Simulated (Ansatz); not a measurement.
Runs of Ansatz 0.2.0 on Cu. It takes space group Fm-3m (No. 225, cubic). Conventional cell: a = 3.615 Å, b = 3.615 Å, c = 3.615 Å, α = 90.00°, β = 90.00°, γ = 90.00°. Cu (site symmetry m-3m) is surrounded by 12 Cu at 2.56 Å. 

```tsv
task	level	potentials or basis	U	cell	k mesh	cutoff (eV)	smearing	driver	hubbard projectors	double counting	other keys	mesh quality	gap on the mesh (eV)	pressure (GPa)
projected density of states	B3LYP	SSSP precision PAW	-	as given	9 × 9 × 9	1225	fermi-dirac 0.025 eV	chain	-	-	-	not flagged	none	(a)
single point	exchange(slater),correlation(vwn5), exx(left-out)+U	as the typed override names	Cu d U_eff = 8.0 eV	cell strained at random at fixed volume	10 × 10 × 10	700	tetrahedron	chain	ortho-atomic (the default)	fll (the default)	basis.xc_grid = 4; …	not flagged	none	-8.7
Wannier functions	PBE	Ansatz PAW	-	as given	13 × 13 × 13	420	cold 0.025 eV	chain	-	-	-	not flagged	none	-
single point	PBE0+D4	JTH PAW	-	as given	10 × 10 × 10	1350	gaussian 0.02 eV	chain	-	-	kpoints.mp_grid.grid = 10 × 10 × 10	not flagged	none	-5.3
```

Alike in all rows: no spin polarisation.

Q: Fill in the values left out.

A: (a) 8.0.

Caveats: the thresholds are loose for stress (some runs); the potentials were made for another functional, which shifts forces and pressure (some runs); U without spin polarisation on a metal has little footing (some runs); the U is typed as a test and isn't derived for this compound (some runs); with tetrahedron occupations forces and stress needn't match the slope of the energy (some runs); pairwise dispersion overbinds metals, which lowers pressure and volume (some runs).

A gap of «none» marks a metal or a gap under the smearing width.

The runs don't all hold the same shells in valence.
